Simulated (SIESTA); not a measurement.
## C under changes of volume

One of the cells (5.785 Å³/atom); the others are scaled copies at fixed shape and fractional positions:

```
C
1.0
     0.00000    1.79518    1.79518
     1.79518    0.00000    1.79518
     1.79518    1.79518    0.00000
C
2
Cartesian
  2.6928 2.6928 2.6928
  1.7952 1.7952 1.7952
```

This isn't the form of C at room conditions, which is graphite.

| Quantity | Value |
| --- | --- |
| Program | SIESTA 5.4.2 |
| Functional | PBE |
| Potentials or basis | PseudoDojo 0.4 standard (PBE files) |
| Basis | DZP (energy shift 0.002 Ry) |
| Grid cutoff | 500 Ry |
| Energy shift | 0.002 Ry |
| k mesh | 13 × 13 × 13 |
| Occupations | fermi-dirac, width 0.05 eV |
| Spin | no spin polarisation |

```tsv
volume (Å³/atom)	energy over the lowest point (meV/atom)	pressure (GPa)	gap on the mesh (eV)
5.332	57.58	41.5	4.43
5.445	32.26	30.2	4.38
5.558	?	?	?
5.785	0.00	1.4	4.25
5.899	1.86	-6.6	4.20
6.012	9.15	-13.9	4.16
```

**Question.** What does the run at 5.558 Å³/atom give?

**Answer.** Energy over the lowest point 14.61 meV/atom; pressure 19.8 GPa; gap on the mesh 4.34 eV.

Worked out: A Birch-Murnaghan fit of order 3 (a polynomial in V^(-2/3)) to the other rows has its minimum at 5.80 Å³/atom with B0 = V·E''(V) = 422 GPa and B' = 3.6. It gives 14.66 meV/atom at 5.558 Å³/atom, against the run's 14.61, and -dE/dV = 19.8 GPa, against 19.8. A straight line through the other rows of the gap, of slope -2.24 eV per unit of ln V, gives 4.34 eV, against the run's 4.34.

Energies are extrapolated to zero smearing.

Caveats: an odd mesh through Γ misses points on the zone boundary, where band edges often lie; the basis of atomic orbitals isn't converged, which shifts pressures, moduli and gaps.
